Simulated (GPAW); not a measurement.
# La2O3 (P-3m1) in GPAW: a series of runs, part 2 of 2

GPAW 26.7.0.

### 4 Band structure, LDA

Contents of run.py:

```python
from ase import Atoms
from ase.dft.bandgap import bandgap
from ase.io import write
from ase.units import GPa
from gpaw import GPAW, PW

atoms = Atoms(['La', 'La', 'O', 'O', 'O'],
              cell=[[3.930777878, 0.0, 0.0],
                    [-1.965388939, 3.404153499, 0.0],
                    [0.0, 0.0, 6.11195352]],
              scaled_positions=[[0.3333333333, 0.6666666667, 0.24623568],
                                [0.6666666667, 0.3333333333, 0.75376432],
                                [0.0, 0.0, 0.0],
                                [0.3333333333, 0.6666666667, 0.64589065],
                                [0.6666666667, 0.3333333333, 0.35410935]],
              pbc=True)

calc = GPAW(mode=PW(800),
            xc='LDA',
            kpts={'size': (5, 5, 3), 'gamma': True},
            occupations={'name': 'fermi-dirac', 'width': 0.05},
            nbands=42,
            convergence={'density': 1e-05, 'energy': 1e-05},
            maxiter=150,
            txt='gpaw.txt')
atoms.calc = calc
energy = atoms.get_potential_energy()
forces = atoms.get_forces()
stress = atoms.get_stress()
calc.write('gs.gpw')
write('result.traj', atoms)
print(f'Energy: {energy:.6f} eV')
print('Forces (eV/A):')
print(forces.round(4))
print('Stress (GPa):', (stress / GPa).round(3))
print('Fermi level:', round(calc.get_fermi_level(), 4), 'eV')
print(f'Gap: {bandgap(calc)[0]:.4f} eV, direct: {bandgap(calc, direct=True)[0]:.4f} eV')

path = atoms.cell.bandpath('GMKGALHA,LM,KH', npoints=80, eps=1e-4)
bs_calc = calc.fixed_density(kpts=path, symmetry='off', nbands=62,
                             convergence={'bands': 'CBM+6.0', 'eigenstates': 1e-6}, txt='bands.txt')
bs = bs_calc.band_structure()
bs.write('bs.json')
print(f'Gap on the path: {bandgap(bs_calc)[0]:.4f} eV')
```

Potentials or basis: the program's PAW data sets (release 1.2.1) made for this functional, pw.

Command:

```console
$ OMP_NUM_THREADS=1 python run.py
```

gpaw.txt:

```text
__  _  _
 | _ |_)|_||  |
 |__||  | ||/\| - 26.7.0

Input parameters:
  mode=PW(ecut=800.0),
  convergence={'density': 1e-05, 'energy': 1e-05},
  kpts=MonkhorstPack(size=(5, 5, 3), gamma=True),
  maxiter=150,
  nbands=42,
  occupations=Occupations(name='fermi-dirac', width=0.05),
  xc=XC(name='LDA')

Diagonalizing LCAO Hamiltonian
Converting LCAO to pw mode

         O   La

         La  O

       O

Atoms  # Å, Bohr magnetons
|   | symbol |         x |        y |        z |    initial magnetic moments |
|---|--------|-----------|----------|----------|-----------------------------|
| 0 |     La | -0.000000 | 2.269436 | 1.504981 | ( 0.0000,  0.0000,  0.0000) |
| 1 |     La |  1.965389 | 1.134718 | 4.606972 | ( 0.0000,  0.0000,  0.0000) |
| 2 |      O |  0.000000 | 0.000000 | 0.000000 | ( 0.0000,  0.0000,  0.0000) |
| 3 |      O | -0.000000 | 2.269436 | 3.947654 | ( 0.0000,  0.0000,  0.0000) |
| 4 |      O |  1.965389 | 1.134718 | 2.164300 | ( 0.0000,  0.0000,  0.0000) |

Unit cell  # Å
| periodic |         x |        y |        z |  lengths |     angles |
|----------|-----------|----------|----------|----------|------------|
|      yes |  3.930778 | 0.000000 | 0.000000 | 3.930778 |  90.000000 |
|      yes | -1.965389 | 3.404153 | 0.000000 | 3.930778 |  90.000000 |
|      yes |  0.000000 | 0.000000 | 6.111954 | 6.111954 | 120.000000 |

Number of symmetries: 12
Symmetry operations  # r_c * U_cc + t_c -> r_c
|    | kind |            matrix            |
|----|------|------------------------------|
|  0 |  σ   |  1, 1, 0,  0,-1, 0,  0, 0, 1 |
|  1 |  S6  |  1, 1, 0, -1, 0, 0,  0, 0,-1 |
|  2 |  E   |  1, 0, 0,  0, 1, 0,  0, 0, 1 |
|  3 |  C2  |  1, 0, 0, -1,-1, 0,  0, 0,-1 |
|  4 |  C2  |  0, 1, 0,  1, 0, 0,  0, 0,-1 |
|  5 |  C3  |  0, 1, 0, -1,-1, 0,  0, 0, 1 |
|  6 |  S6  |  0,-1, 0,  1, 1, 0,  0, 0,-1 |
|  7 |  σ   |  0,-1, 0, -1, 0, 0,  0, 0, 1 |
|  8 |  σ   | -1, 0, 0,  1, 1, 0,  0, 0, 1 |
|  9 |  i   | -1, 0, 0,  0,-1, 0,  0, 0,-1 |
| 10 |  C3  | -1,-1, 0,  1, 0, 0,  0, 0, 1 |
| 11 |  C2  | -1,-1, 0,  0, 1, 0,  0, 0,-1 |

BZ-sampling:
  Number of BZ points: 75
  Number of IBZ points: 12

  Monkhorst-Pack size: [5, 5, 3]
  Monkhorst-Pack shift: [0, 0, 0]

K-points  # in reciprocal-cell coordinates
|     |                                coordinates |     weight |
|-----|--------------------------------------------|------------|
|   0 | (  0.00000000,   0.00000000,   0.00000000) | 0.01333333 |
|   1 | (  0.00000000,   0.00000000,   0.33333333) | 0.02666667 |
|   2 | (  0.20000000,   0.00000000,  -0.33333333) | 0.08000000 |
|   3 | (  0.20000000,   0.00000000,   0.00000000) | 0.08000000 |
|   4 | (  0.20000000,   0.00000000,   0.33333333) | 0.08000000 |
|   5 | (  0.40000000,  -0.20000000,   0.00000000) | 0.08000000 |
|   6 | (  0.40000000,  -0.20000000,   0.33333333) | 0.16000000 |
|   7 | (  0.40000000,   0.00000000,  -0.33333333) | 0.08000000 |
|   8 | (  0.40000000,   0.00000000,   0.00000000) | 0.08000000 |
|   9 | (  0.40000000,   0.00000000,   0.33333333) | 0.08000000 |
| ... |                                            |            |
|  11 | (  0.40000000,   0.40000000,   0.33333333) | 0.16000000 |

Plane wave coefficients: 4208
Cutoff: 800.0 eV

Spin-components: 1 (collinear spins)
Bands:           42
Projectors:      31
Spin-degeneracy: 2
Datatype:        complex128

Parallelization:
  kpt:    1
  domain: 1
  band:   1

Density:
  Valence electrons: 40.0
  Components: 1
  Grid points: [27 27 40]
  Charge: 0.0  # |e|

Potential:
  Grid points: [27 27 40]

species:
  La:
    name:    Lanthanum
    Z:       57.0
    valence: 11
    core:    46
    charge:  0.0  # [|e|]
    compensation charges:
      type: gauss
      rc: 0.35  # [Å]
      lmax: 2
    cutoffs:
      filter: 1.17  # [Å]
      core: 2.19  # [Å]
    projectors
    | kind |    occ | energy [eV] | rcut [Å] |
    |------|--------|-------------|----------|
    |   5s |  2.000 |     -39.071 |    1.164 |
    |   6s |  2.000 |      -3.813 |    1.164 |
    |   5p |  6.000 |     -22.478 |    1.164 |
    |   6p |  0.000 |      -1.412 |    1.164 |
    |   5d |  1.000 |      -3.204 |    1.164 |
    |   4f |  0.000 |      -4.581 |    1.164 |
    |    d |        |      24.008 |    1.164 |
    |    f |        |      22.631 |    1.164 |

    Using partial waves for La as LCAO basis

  O:
    name:    Oxygen
    Z:       8.0
    valence: 6
    core:    2
    charge:  0.0  # [|e|]
    compensation charges:
      type: gauss
      rc: 0.21  # [Å]
      lmax: 2
    cutoffs:
      filter: 1.17  # [Å]
      core: 0.83  # [Å]
    projectors
    | kind |    occ | energy [eV] | rcut [Å] |
    |------|--------|-------------|----------|
    |   2s |  2.000 |     -23.752 |    0.688 |
    |   2p |  4.000 |      -9.195 |    0.598 |
    |    s |        |       3.459 |    0.688 |
    |    p |        |      18.016 |    0.598 |
    |    d |        |       0.000 |    0.619 |

    Using partial waves for O as LCAO basis

Reference energy: -467960.970027  # eV

eigensolver:
  PPCG
  Converge bands: occupied
  niter=2

density mixing:
  MSR1-Mixer
  Pratt-step length: 0.05
  Maximum mixing coefficient: 0.75
  Old densities: 10
  SVD Regularization: 0.005
  Good broyden scale: 1.0
  Trust region scale: 1.0
  Backstep threshold: 4.0
  History deletion threshold: 6.0
  Fourier metric: weight=20.0, sigma=0.015

occupation numbers:
  Fermi-Dirac:
    width: 0.0500  # eV

poisson solver:
  ecut: 6400.0  # eV

xc functional:
  name: None

convergence criteria:
- Maximum integral of absolute [dens]ity change: 1e-05 electrons / valence electron
- Maximum [total energy] change in last 3 cyles: 1e-05 eV / valence electron
- Maximum integral of absolute [eigenst]ate change: 4e-08 eV^2 / valence electron
maximum number of iterations: 150

SCF iterations
|iter     | |      energy | eigst |  dens |
|---------|-|-------------|-------|-------|
|iter:   1| |  -50.638244 | +0.00 |       |
|iter:   2| |  -49.209293 | -0.79 | -0.87 |
|iter:   3| |  -46.183334 | +0.12 | -0.93 |
|iter:   4| |  -46.123027 | -1.76 | -1.41 |
|iter:   5| |  -46.103331 | -2.41 | -1.65 |
|iter:   6| |  -46.102376 | -2.79 | -2.52 |
|iter:   7| |  -46.102154 | -3.36 | -2.91 |
|iter:   8| |  -46.102190c| -4.92 | -3.15 |
|iter:   9| |  -46.102191c| -6.36 | -4.00 |
|iter:  10| |  -46.102191c| -7.32 | -4.55 |
|iter:  11| |  -46.102191c| -8.09c| -5.09c|

Converged in 11 steps
Energy contributions relative to reference atoms: (reference = -467960.970027)

Energy contributions:
  Kinetic:          52.217886
  Coulomb:         -51.355909
  Zero:             -0.410546
  External:          0.000000
  Xc:              -46.553622
  Entropy:          -0.000000
  Spinorbit:         0.000000
  ----------------------------
  Free energy:     -46.102191
  Extrapolated:    -46.102191

dipole moment: (-5.511674, -9.546499, -17.140166)  # |e|*Ang

Fermi level: 8.700
Eigenvalues  # (at kpt = [0.000, 0.000, 0.000])
| band index |      eig [eV] | occ [0-2] |
|------------|---------------|-----------|
|          0 |       -22.090 |     2.000 |
|        ... |               |           |
|         12 |         5.259 |     2.000 |
|         13 |         5.460 |     2.000 |
|         14 |         5.460 |     2.000 |
|         15 |         5.580 |     2.000 |
|         16 |         5.960 |     2.000 |
|         17 |         7.276 |     2.000 |
[... 8 lines left out ...]
|         26 |        13.011 |     0.000 |
|         27 |        13.188 |     0.000 |
|        ... |               |           |
|         41 |        17.572 |     0.000 |

Gap: 3.925 eV
Transition (v -> c):
  (s=0, k=0, n=19, [0.00, 0.00, 0.00]) -> (s=0, k=10, n=20, [0.40, 0.40, 0.00])
Direct/indirect transitions are different
Direct gap: 4.047 eV
Transition at: (s=0, k=10, n=19, [0.40, 0.40, 0.00])

Forces  # eV/Ang
|        x |        y |        z |
|----------|----------|----------|
| -0.00000 |  0.00000 |  0.14176 |  # La   0
|  0.00000 |  0.00000 | -0.14176 |  # La   1
|  0.00000 |  0.00000 |  0.00000 |  # O    2
| -0.00000 |  0.00000 | -0.01878 |  # O    3
|  0.00000 | -0.00000 |  0.01878 |  # O    4

Stress tensor  # eV/Ang^3
|        x |         y |         z |
|----------|-----------|-----------|
| 0.038189 |  0.000000 |  0.000000 |
| 0.000000 |  0.038189 | -0.000000 |
| 0.000000 | -0.000000 |  0.035248 |

# Writing to gs.gpw (mode='')
```

Wall time 3 min (1 thread of Intel Xeon 6975P-C (Granite Rapids), shared host); peak memory 0.77 GiB.

What came out:

- Free energy: -46.1022 eV
- Pressure: -6.0 GPa
- Largest force: 0.142 eV/Å
- Band gap on the k mesh: 3.93 eV, indirect (least direct gap 4.05 eV)
- Band gap along the path: 3.74 eV, indirect (least direct gap 3.83 eV)

Forces on the atoms (eV/Å):
```
La   0.000  0.000  0.142
La   0.000  0.000 -0.142
O    0.000  0.000  0.000
O    0.000  0.000 -0.019
O    0.000  0.000  0.019
```

Levels at the corners of the path, in eV from the valence-band top:
```
point  band 18  band 19  band 20  band 21  band 22  band 23
    Γ    -0.39    -0.39    -0.12     4.17     4.53     4.53
    M    -0.64    -0.41    -0.29     3.76     4.65     5.13
    K    -0.84    -0.82    -0.09     3.74     4.69     4.69
    Γ    -0.39    -0.39    -0.12     4.17     4.53     4.53
    A    -0.82    -0.29    -0.29     4.62     4.68     4.68
    L    -0.73    -0.36     0.00     4.34     4.54     5.02
    H    -0.28    -0.28    -0.21     4.15     4.79     4.89
    A    -0.82    -0.29    -0.29     4.62     4.68     4.68
    L    -0.73    -0.36     0.00     4.34     4.54     5.02
    M    -0.64    -0.41    -0.29     3.76     4.65     5.13
    K    -0.84    -0.82    -0.09     3.74     4.69     4.69
    H    -0.28    -0.28    -0.21     4.15     4.79     4.89
```

Caveat: one-centre terms of the f shell are cut off; spin-orbit coupling is left out, which moves the levels of the heavy elements; the mesh misses the band edges, which the band path finds closer together. A hybrid or GW would open this gap; LDA tends to underestimate it.

### 5 Band structure, PBE

run.py: that of step 4 with these lines changed.

```diff
@@ -18,3 +18,3 @@
 calc = GPAW(mode=PW(800),
-            xc='LDA',
+            xc='PBE',
             kpts={'size': (5, 5, 3), 'gamma': True},
```

Potentials or basis: GPAW PAW data sets (gpaw-data 1.2.1), pw.

Command:

```console
$ OMP_NUM_THREADS=1 python run.py
```

Wall time 9.1 min (1 thread of Intel Xeon at 2.50GHz (Skylake/Cascade Lake), shared host); peak memory 0.77 GiB.

It converged, with:

```
Free energy             : -42.0408 eV
Pressure                : 2.2 GPa
Largest force           : 0.041 eV/Å
Band gap on the k mesh  : 4.03 eV, indirect (least direct gap 4.18 eV)
Band gap along the path : 3.86 eV, indirect (least direct gap 3.98 eV)
```

Forces on the atoms (eV/Å):
```
La   0.000  0.000 -0.041
La   0.000  0.000  0.041
O    0.000  0.000  0.000
O    0.000  0.000  0.004
O    0.000  0.000 -0.004
```

Stress tensor (GPa, compression positive):
```
2.17 0.00 0.00
0.00 2.17 0.00
0.00 0.00 2.34
```

Levels at the corners of the path, in eV from the valence-band top:
```tsv
point	band 16	band 17	band 18	band 19	band 20	band 21	band 22	band 23	band 24	band 25
Γ	-2.08	-1.66	-0.38	-0.38	-0.12	4.32	4.60	4.60	5.17	5.37
M	-0.74	-0.74	-0.66	-0.41	-0.30	3.86	4.72	5.17	5.20	5.27
K	-1.29	-0.82	-0.82	-0.80	-0.11	3.87	4.75	4.75	5.00	5.35
Γ	-2.08	-1.66	-0.38	-0.38	-0.12	4.32	4.60	4.60	5.17	5.37
A	-1.90	-1.01	-0.78	-0.28	-0.28	4.71	4.73	4.73	4.97	5.39
L	-0.99	-0.96	-0.71	-0.37	0.00	4.41	4.63	5.06	5.20	5.27
H	-1.38	-0.56	-0.28	-0.28	-0.23	4.26	4.85	4.93	4.93	5.22
A	-1.90	-1.01	-0.78	-0.28	-0.28	4.71	4.73	4.73	4.97	5.39
L	-0.99	-0.96	-0.71	-0.37	0.00	4.41	4.63	5.06	5.20	5.27
M	-0.74	-0.74	-0.66	-0.41	-0.30	3.86	4.72	5.17	5.20	5.27
K	-1.29	-0.82	-0.82	-0.80	-0.11	3.87	4.75	4.75	5.00	5.35
H	-1.38	-0.56	-0.28	-0.28	-0.23	4.26	4.85	4.93	4.93	5.22
```

Caveat: one-centre terms of the f shell are cut off; spin-orbit coupling is left out, which moves the levels of the heavy elements; the mesh misses the band edges, which the band path finds closer together. PBE gaps usually lie below the measured ones, often by a third to a half.

### 6 The runs side by side

| task | level | potentials or basis | cell | cutoff (eV) | smearing | maxiter | convergence | displacement | relaxed first | band path | other keys | mesh quality | gap on the mesh (eV) | pressure (GPa) | largest force (eV/Å) |
| --- | --- | --- | --- | --- | --- | --- | --- | --- | --- | --- | --- | --- | --- | --- | --- |
| Born charges | PBE+D3(op) | GPAW PAW data sets (gpaw-data 1.2.1), pw | atoms relaxed | 680 | fermi-dirac 0.2 eV | 60 | density=1e-06 eigenstates=1e-09 | 0.01 | ions | - | several, not listed | coarse | 4.04 | 0.1 | - |
| equation of state | LDA | the program's PAW data sets (release 1.2.1) made for this functional, pw | as given | 800 | fermi-dirac 0.05 eV | 150 | - | - | - | - | - | coarse | - | - | - |
| band structure | LDA | the program's PAW data sets (release 1.2.1) made for this functional, pw | as given | 800 | fermi-dirac 0.05 eV | 150 | - | - | - | GMKGALHA,LM,KH | - | not flagged | 3.93 | -6.0 | 0.14 |
| band structure | PBE | GPAW PAW data sets (gpaw-data 1.2.1), pw | as given | 800 | fermi-dirac 0.05 eV | 150 | - | - | - | GMKGALHA,LM,KH | - | not flagged | 4.03 | 2.2 | 0.04 |

Alike in all rows: no spin polarisation; k mesh 5 × 5 × 3.

Caveats: some runs use coarse meshes; one-centre terms of the f shell are cut off; spin-orbit coupling is left out, which moves the levels of the heavy elements (some runs); the mesh misses the band edges, which the band path finds closer together (some runs); the cutoff is short for stress and forces, so pressures can be off by a GPa or more (some runs); the LO-TO splitting is left out (some runs); an odd mesh through Γ misses points on the zone boundary, where band edges often lie (some runs).

Absolute energies hang on the potentials; compare differences alone.
